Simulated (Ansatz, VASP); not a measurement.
## Two plane-wave programs on BeS

INCAR

```
SYSTEM = BeS
PREC = Accurate
ENCUT = 520
EDIFF = 1E-6
ISMEAR = 0
SIGMA = 0.02
LREAL = .False.
LASPH = .True.
NELM = 60
ALGO = Normal
ISIF = 2
LWAVE = .False.
LCHARG = .True.
GGA = PE
LELF = .True.
LVHAR = .True.
NBANDS = 11
```

The input KPOINTS:

```
Automatic mesh
0
Gamma
  8 8 8
  0 0 0
```

POSCAR

```
BeS
1.0
    0.0000000000      2.4620582475      2.4620582475
    2.4620582475      0.0000000000      2.4620582475
    2.4620582475      2.4620582475      0.0000000000
Be S
1 1
Direct
    0.0000000000      0.0000000000      0.0000000000
    0.2500000000      0.2500000000      0.2500000000
```

Input for Ansatz:

```yaml
crystal:
  lattice:
    - [0.0, 2.4620582475, 2.4620582475]
    - [2.4620582475, 0.0, 2.4620582475]
    - [2.4620582475, 2.4620582475, 0.0]
  atoms:
    - { symbol: Be, position: [0.0, 0.0, 0.0] }
    - { symbol: S, position: [0.25, 0.25, 0.25] }
basis:
  ecutwfc: 420
kpoints:
  mp_grid: { grid: [8, 8, 8] }
hamiltonian:
  xc: pbe
scf:
  occupations: { method: gaussian, width: 0.02 }
output:
  forces: true
  stress: true
  eigenvalues: true
  write_density: true
  write_potential: true
  elf: true
  volumetric_format: npy
```

Alike in both runs: task single point; functional PBE; k mesh 8 × 8 × 8; occupations gaussian, width 0.02 eV; no spin polarisation.

|  | VASP | Ansatz |
| --- | --- | --- |
| version | VASP 6.6.1 | Ansatz 0.2.0 |
| potentials or method | VASP PAW PBE potentials, release 64 (Be, S) | scalar-relativistic, plane waves, PAW |
| plane-wave cutoff (eV) | 520 | 420 |
| valence electrons in the cell | 8 | 8 |

|  | VASP | Ansatz | Ansatz less VASP |
| --- | --- | --- | --- |
| gap on the k mesh at the Fermi level (eV) | 3.21 | 3.21 | -0.001 |
| least direct gap on the mesh (eV) | 5.51 | 5.51 | +0.002 |
| pressure (GPa) | -2.6 | -2.6 | -0.01 |

A k mesh can miss the band edges. PBE gaps usually lie below the measured ones, often by a third to a half.
